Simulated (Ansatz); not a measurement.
Here is an Ansatz 0.2.0 calculation.

The input input.yaml:

```yaml
crystal:
  lattice:
    - [0.0, 1.896321118, 1.896321118]
    - [1.896321118, 0.0, 1.896321118]
    - [1.896321118, 1.896321118, 0.0]
  atoms:
    - { symbol: Ag, position_ang: [0.0, 0.0, 0.0], spin: 1.0 }
kpoints:
  mp_grid: { grid: [11, 11, 11] }
  band_path:
    path:
      - [0.0, 0.0, 0.0]
      - [0.5, 0.0, 0.5]
      - [0.5, 0.25, 0.75]
      - [0.375, 0.375, 0.75]
      - [0.0, 0.0, 0.0]
      - [0.5, 0.5, 0.5]
      - [0.625, 0.25, 0.625]
      - [0.5, 0.25, 0.75]
    npoints: 10
scf:
  occupations: { method: gaussian, width: 0.1 }
  lower_state_search: "off"
  mixing: { algorithm: anderson, beta: 0.7 }
hamiltonian:
  xc: { exchange: revpbe, correlation: lda }
  pseudopotentials: { kind: all_electron, datasets: crystal }
magnetization:
  spin_polarized: true
  initial_magnetization: 1.0
  spin_locking: { lock_magnetization: hard }
output:
  forces: true
  stress: true
  eigenvalues: true
  elf: true
  volumetric_format: npy
```

Potentials or basis: all-electron PAW datasets made for the crystal.

Command:

```sh
$ ansatz run input.yaml --threads 1 --pin off --max-ram 2560MiB --backend cpu --events-out ev --progress --plain --runs-dir out
```

**Question.** Predict the pressure.

**Answer.** 92.6 GPa.

Caveat: the total moment is fixed, so each spin has its own Fermi level.
